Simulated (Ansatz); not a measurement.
The system is Al.

```
Al
1.0
     2.81246    0.00000    0.00000
    -1.40623    2.43566    0.00000
     0.00000    0.00000    4.86685
Al
2
Direct
  0.33333 0.66667 0.25000
  0.66667 0.33333 0.75000
```

This isn't the form of Al at room conditions, which is fcc.

| Property | Result |
| --- | --- |
| Program | Ansatz 0.2.0 |
| Task | relaxation of cell and atoms |
| Functional | HF |
| Potentials or basis | Ansatz PAW |
| Cutoff | 420 eV (not typed: the program's choice for these potentials) |
| k mesh | 6 × 6 × 3 |
| Occupations | fermi-dirac, width 0.05 eV |
| Spin | no spin polarisation |

At the start: volume 16.67 Å³/atom.

Where does the relaxation end?

It ends after 7 steps and the volume is 18.31 Å³/atom (+9.8 %); space group P6_3/mmc (No. 194, to 0.05 Å).

Step by step:
| step | energy change (eV) | largest force (eV/Å) | volume (Å³) |
| --- | --- | --- | --- |
| 1 | 0.0000 | 0.0000 | 33.34 |
| 2 | -0.0828 | 0.0000 | 36.45 |
| 3 | -0.0946 | 0.0000 | 36.52 |
| 4 | -0.0947 | 0.0000 | 36.57 |
| 5 | -0.0965 | 0.0000 | 36.57 |
| 6 | -0.0965 | 0.0000 | 36.62 |
| 7 | -0.0965 | 0.0000 | 36.62 |

Final structure:
```
Al
1.0
     2.92999    0.00000    0.00000
    -1.46499    2.53744    0.00000
     0.00000    0.00000    4.92567
Al
2
Direct
  0.33333 0.66667 0.25000
  0.66667 0.33333 0.75000
```

Caveat: the k mesh is coarse (spacing up to 0.43 Å⁻¹), so the values aren't converged, least of all with exact exchange; the plane-wave basis is chosen anew once the cell has moved, so the energies of steps on either side of that aren't comparable; the PAW data sets come from PBE, with cores solved anew for the run's functional, which leaves a small shift of forces and pressure.
